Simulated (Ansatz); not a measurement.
**Nickel, omega (AlB2-type) under RPBE: structure, energy and stiffness**

The plan for nickel in the omega (AlB2-type) structure: relax it, solve it on a dense k-mesh, then scale the cell to 7 volumes from 88 to 112 % of the relaxed one and try a fit of the equation of state. Spin polarisation is left out, though the real metal is magnetic, so this state lies above the ground state. The k-meshes are 9×9×13 for the relaxation; 12×12×17 for the dense run; 10×10×15 for the volumes.

Method: DFT RPBE, plane waves (420 eV) with PAW, scalar-relativistic; PBE-made PAW files, in Ansatz 0.2.0.

## 1. Starting point

It takes space group P6/mmm (No. 191, hexagonal). Conventional cell: a = 3.954 Å, b = 3.954 Å, c = 2.424 Å, α = 90.00°, β = 90.00°, γ = 120.00°. Around Ni (site symmetry 6/mmm) lie 14 Ni at 2.42 to 2.58 Å. Around Ni (site symmetry -6m2) lie 11 Ni at 2.28 to 2.58 Å.

Coordinates:

```
CELL_PARAMETERS angstrom
3.95407 0.00000 0.00000
-1.97704 3.42433 0.00000
0.00000 0.00000 2.42385
ATOMIC_POSITIONS crystal
Ni 0.00000 0.00000 0.00000
Ni 0.33333 0.66667 0.50000
Ni 0.66667 0.33333 0.50000
```

## 2. Geometry optimisation

Input file input.yaml:

```yaml
crystal:
  lattice:
    - [3.9540713024, 0.0, 0.0]
    - [-1.9770356512, 3.4243261962, 0.0]
    - [0.0, 0.0, 2.4238457083]
  atoms:
    - { symbol: Ni, position: [0.0, 0.0, 0.0] }
    - { symbol: Ni, position: [0.3333333333, 0.6666666667, 0.5] }
    - { symbol: Ni, position: [0.6666666667, 0.3333333333, 0.5] }
hamiltonian:
  xc: rpbe
  pseudopotentials:
    kind: paw
    azcp:
      Ni: "pseudopotentials/Ni.paw.azcp"
basis:
  ecutwfc: 420
  fft_grid_basis: typed
kpoints:
  mp_grid: { grid: [9, 9, 13], shift: [0, 0, 0] }
magnetization:
  spin_polarized: false
scf:
  occupations: { method: fermi_dirac, width: 0.1 }
relax:
  max_steps: 60
  f_tol: 0.01
  cell: {}
```

The runs that follow: Dense single point; Volume × 0.88; Volume × 0.92; Volume × 0.96; Volume × 1.0; Volume × 1.04; Volume × 1.08; Volume × 1.12.

Before running it: what results should come out? Wanted: space group; conventional cell; volume; shortest distance; gap on the mesh; relative to fcc, ferromagnetic; V₀, B₀, B₀′.

**Answer**, as computed:

| quantity | value |
| --- | --- |
| space group (spins left aside) | P6/mmm (No. 191) |
| conventional cell | a = 4.032 Å, c = 2.427 Å (c/a = 0.602) |
| volume | 11.390 Å³/atom |
| shortest distance | 2.328 Å |
| gap on the mesh | none (levels filled in part) |
| relative to fcc, ferromagnetic | +164 meV/atom |
| V₀, B₀, B₀′ | 11.351 Å³/atom, 175 GPa, 4.9 |

The relaxation enlarged the cell by 4.1 % in volume. It lies 164 meV/atom above the element's reference form at the same level (fcc, ferromagnetic, from a run of its own); part of this is magnetic energy, as this run has no moments. No gap shows: it is a metal or semimetal at this level. B₀ comes out at 175 GPa; letting shape and positions relax at each volume could only lower it. The symmetry was held, so the structure may be unstable against distortions that break it.
